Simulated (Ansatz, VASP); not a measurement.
# Pt in VASP and in Ansatz

INCAR

```
SYSTEM = Pt
PREC     = Accurate       ! precision mode
ENCUT    = 520            ! plane-wave cutoff, eV
EDIFF    = 1E-6           ! SCF threshold, eV
ISMEAR   = 0              ! smearing method
SIGMA    = 0.1            ! smearing width, eV
LREAL    = .False.        ! projectors in reciprocal space
LASPH    = .True.         ! aspherical terms in the spheres
NELM     = 60             ! most SCF steps
ALGO     = Normal         ! electronic algorithm
ISIF     = 2              ! what is computed and relaxed
LWAVE    = .False.        ! write WAVECAR
LCHARG   = .False.        ! write CHGCAR
GGA      = PE             ! functional
IVDW     = 12             ! dispersion correction
NBANDS   = 11             ! bands
```

Contents of KPOINTS:

```
regular mesh
0
Gamma
  8 8 8
  0 0 0
```

POSCAR

```
Pt
1.0
    0.0000000000      1.9609000000      1.9609000000
    1.9609000000      0.0000000000      1.9609000000
    1.9609000000      1.9609000000      0.0000000000
Pt
1
Direct
    0.0000000000      0.0000000000      0.0000000000
```

Input for Ansatz:

```yaml
crystal:
  lattice:
    - [0.0, 1.9609, 1.9609]
    - [1.9609, 0.0, 1.9609]
    - [1.9609, 1.9609, 0.0]
  atoms:
    - { symbol: Pt, position: [0.0, 0.0, 0.0] }
basis:
  ecutwfc: 420
kpoints:
  mp_grid: { grid: [8, 8, 8] }
hamiltonian:
  xc: pbe
  dispersion: d3bj
scf:
  occupations: { method: gaussian, width: 0.1 }
output:
  forces: true
  stress: true
  eigenvalues: true
```

Alike in both runs: task single point; functional PBE; dispersion D3(BJ); k mesh 8 × 8 × 8; occupations gaussian, width 0.1 eV; no spin polarisation.

```csv
,VASP,Ansatz
version,VASP 6.6.1,Ansatz 0.2.0
potentials or method,"VASP PAW PBE potentials, release 64 (Pt)","scalar-relativistic, plane waves, PAW"
plane-wave cutoff (eV),520,420
valence electrons in the cell,10,18
```

VASP gave:

```
gap on the k mesh at the Fermi level (eV) : none
pressure (GPa)                            : 0.2
```

Question: Estimate Ansatz's values.

Answer: gap on the k mesh at the Fermi level (eV): none; pressure (GPa): 0.8.

A gap of «none» marks a metal or a gap that the smearing closes. The two sets of potentials don't hold the same shells in valence.

Caveats: pairwise dispersion overbinds metals, which lowers pressure and volume. Spin-orbit coupling is left out, which matters for the levels of Pt.
